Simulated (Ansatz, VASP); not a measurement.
One calculation of Hf3H8, two programs

```
CELL_PARAMETERS angstrom
4.65428 0.00000 0.00000
0.00000 4.65428 0.00000
0.00000 0.00000 4.65428
ATOMIC_POSITIONS crystal
Hf 0.50000 0.00000 0.00000
Hf 0.00000 0.50000 0.00000
Hf 0.00000 0.00000 0.50000
H 0.74521 0.74521 0.74521
H 0.25479 0.25479 0.74521
H 0.25479 0.74521 0.25479
H 0.74521 0.25479 0.25479
H 0.74521 0.74521 0.25479
H 0.25479 0.25479 0.25479
H 0.74521 0.25479 0.74521
H 0.25479 0.74521 0.74521
```

The cell was built by a generator and needn't be a form met in nature.

Alike in both runs: task single point; functional PBE; k mesh 8 × 8 × 8; occupations gaussian, width 0.1 eV; no spin polarisation.

|  | VASP | Ansatz |
| --- | --- | --- |
| version | VASP 6.6.1 | Ansatz 0.2.0 |
| potentials or method | VASP PAW PBE potentials, release 64 (Hf_pv, H) | scalar-relativistic, plane waves, PAW |
| plane-wave cutoff (eV) | 520 | 420 |
| valence electrons in the cell | 38 | 86 |

```csv
,VASP,Ansatz,Ansatz less VASP
gap on the k mesh at the Fermi level (eV),none,none,-
pressure (GPa),-0.7,0.0,+0.70
rms of the force components (eV/Å),0.006,0.000,-0.0057
```

Atom by atom the forces differ by 0.007 eV/Å (rms over components). A gap of «none» marks a metal or a gap that the smearing closes. The two sets of potentials don't hold the same shells in valence.

The runs have no spin-orbit coupling, so splittings on Hf are missing.
